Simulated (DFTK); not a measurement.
Crystal: Cl.

```
CELL_PARAMETERS angstrom
3.14500 -2.25000 0.00000
3.14500 2.25000 0.00000
0.00000 0.00000 8.21000
ATOMIC_POSITIONS crystal
Cl 0.37000 0.63000 0.40000
Cl 0.13000 0.87000 0.90000
Cl 0.63000 0.37000 0.60000
Cl 0.87000 0.13000 0.10000
```

* Program: DFTK 0.8.2
* Task: single point
* Functional: PBE
* Potentials or basis: dojo.nc.sr.pbe.v0_4_1.standard.upf (PBE)
* Cutoff: 898 eV
* k mesh: 7 × 7 × 4
* Occupations: fermi-dirac, width 0.05 eV
* Spin: no spin polarisation

On this cell: pressure 0.6 GPa; largest force 0.094 eV/Å; band gap on the k mesh 2.47 eV, indirect (least direct gap 2.53 eV).

The same run follows on a disturbed copy (atoms moved at random, drawn with an rms of 0.05 Å):

```
CELL_PARAMETERS angstrom
3.14500 -2.25000 0.00000
3.14500 2.25000 0.00000
0.00000 0.00000 8.21000
ATOMIC_POSITIONS crystal
Cl 0.38678 0.62888 0.40016
Cl 0.12135 0.88168 0.90159
Cl 0.62675 0.36759 0.60135
Cl 0.86819 0.13529 0.09859
```

Question: What does the disturbed cell give?

Answer: The energy moves by +3.1 meV/atom; pressure 1.5 GPa; largest force 0.703 eV/Å; band gap on the k mesh 2.60 eV, indirect (least direct gap 2.64 eV).

Forces in eV/Å, atoms in the order of the input:
```
Cl  -0.027  0.103 -0.258
Cl  -0.007 -0.326 -0.620
Cl   0.026 -0.106  0.256
Cl   0.007  0.329  0.622
```

Stress tensor (GPa, compression positive):
```
1.20 0.01 0.02
0.01 1.30 0.56
0.02 0.56 2.02
```

Caveats: an odd mesh through Γ misses points on the zone boundary, where band edges often lie.
